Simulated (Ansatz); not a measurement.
Records of electronic-structure calculations.

### Te2Mo (2H monolayer): band gap by G0W0 on HSE06

The cell holds 3 atoms: 1 Mo and 2 Te. Cell: a = 3.555 Å, b = 3.555 Å, c = 30.400 Å, α = 90.0°, β = 90.0°, γ = 120.0°. Vacuum lies along c.

```xyz
3
Lattice="3.5550 0.0000 0.0000 -1.7775 3.0787 0.0000 0.0000 0.0000 30.4000" Properties=species:S:1:pos:R:3
Mo    0.0000    2.0525   15.2000
Te    1.7775    1.0262   17.0078
Te    1.7775    1.0262   13.3922
```

| Quantity | Value |
| --- | --- |
| method | G0W0 on HSE06, plane waves, PAW (and 1 further level or step) |
| program | Ansatz 0.2.0 |
| settings of one run | cutoff 420 eV, 9×9×1 k-mesh, default PAW, empty bands 405, screening cutoff 66 eV, screening contour deformation, QP bands (v2, c2), PAW set soft 2 |
| cost | 2 runs, 3.6 min in all on 1 × NVIDIA H100 80GB HBM3 (shared by 6 runs) with 3 threads of AMD EPYC 7R13 (Zen 3), shared host (the runs of this entry) |
| notes | In doubt: masses and optical values from hybrid runs of this build are listed as unsure (in some of the runs), which bears on the screening that GW takes from such a start. Values taken over the cell’s volume include its vacuum. The structure was relaxed with PBE. Limits: coarse mesh for a sheet; no spin-orbit coupling. The differences hold parts that these runs do not separate: finite bands, cutoffs and mesh, points of the zone that were not corrected, the start of G0W0, spin-orbit coupling missing from it, static nuclei, no electron-hole attraction, a cell that is not a measured one, and what each experiment reads as the gap. How much each gives is not known from the steps shown. |
| HSE06 gap over mesh and listed points | 1.494 eV, direct, at k = (0.333, 0.333, 0.000) |
| G0W0@HSE06 gap over 11 of 12 irreducible mesh points | 1.802 eV, direct, at k = (0.333, 0.333, 0.000) |
| GW settings | 9×9×1 mesh, 405 empty bands, screening to 66 eV |
| known limits | finite bands, screening cutoff and k mesh; no spin-orbit coupling in G0W0 |

Over 11 of 12 irreducible mesh points the G0W0 gap is 1.802 eV, direct, at k = (0.333, 0.333, 0.000). The HSE06 gap of this run on the mesh is 1.490 eV. The two states that bound the G0W0 gap lie that far apart at the start, so the correction of the gap is 1.802 − 1.490 = +0.312 eV. The valence state moves by −4.987 − (−5.194) = +0.207 eV and the conduction state by −3.186 − (−3.704) = +0.518 eV, on the run's own scale; how far single levels stand from their limit in bands is not shown.

[Paths, hosts, dates, memory and timing lines, banners, echoed tables and standing remarks are left out of the program output.]

[Logs are printed without paths, hosts, clocks, repeated set-up lines and the standing remarks that a program may print on its own settings, such as how far it seeks lower states.]

[Runs of the session that timed out or met a known fault of the program may be left out.]

[Cells called generated may have been cut or substituted from an entry of the Crystallography Open Database or the Materials Project.]

[Hosts, paths, dates, database ids (printed as entryN), source tags and the programs' standing remarks are cut or masked in the printed files.]
